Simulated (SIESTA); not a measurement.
**Hf under changes of volume**

One of the cells (22.380 Å³/atom); the others are scaled copies at fixed shape and fractional positions:

```
CELL_PARAMETERS angstrom
3.19670 0.00000 0.00000
-1.59835 2.76842 0.00000
0.00000 0.00000 5.05780
ATOMIC_POSITIONS crystal
Hf 0.66667 0.33333 0.75000
Hf 0.33333 0.66667 0.25000
```

* Program: SIESTA 5.4.2
* Functional: LDA
* Potentials or basis: PseudoDojo 0.4 standard (LDA files)
* Basis: DZP (energy shift 0.003 Ry; two zetas on semicore shells)
* Grid cutoff: 800 Ry
* Energy shift: 0.003 Ry
* k mesh: 10 × 10 × 5
* Occupations: fermi-dirac, width 0.05 eV
* Spin: no spin polarisation

| volume (Å³/atom) | energy over the lowest point (meV/atom) | pressure (GPa) |
| --- | --- | --- |
| 21.037 | 0.00 | -1.5 |
| 21.485 | 8.02 | -4.0 |
| 21.933 | 22.75 | -6.3 |
| 22.380 | 43.59 | -8.4 |
| 22.828 | 69.92 | -10.3 |
| 23.276 | 101.23 | -12.0 |
| 23.723 | ? | ? |

**Question.** What does the run at 23.723 Å³/atom give?

**Answer.** Energy over the lowest point 137.10 meV/atom; pressure -13.5 GPa.

Worked out: A Birch-Murnaghan fit of order 3 (a polynomial in V^(-2/3)) to the other rows has its minimum at 20.78 Å³/atom, just outside them, with B0 = V·E''(V) = 132 GPa and B' = 3.8 at fixed shape and positions, which overstates the stiffness. It gives 136.93 meV/atom at 23.723 Å³/atom, against the run's 137.10, and -dE/dV = -13.5 GPa, against -13.5.

Energies are extrapolated to zero smearing.

Caveats: short orbitals over semicore shells can move pressures by several GPa; the basis of atomic orbitals isn't converged, which shifts pressures, moduli and gaps.
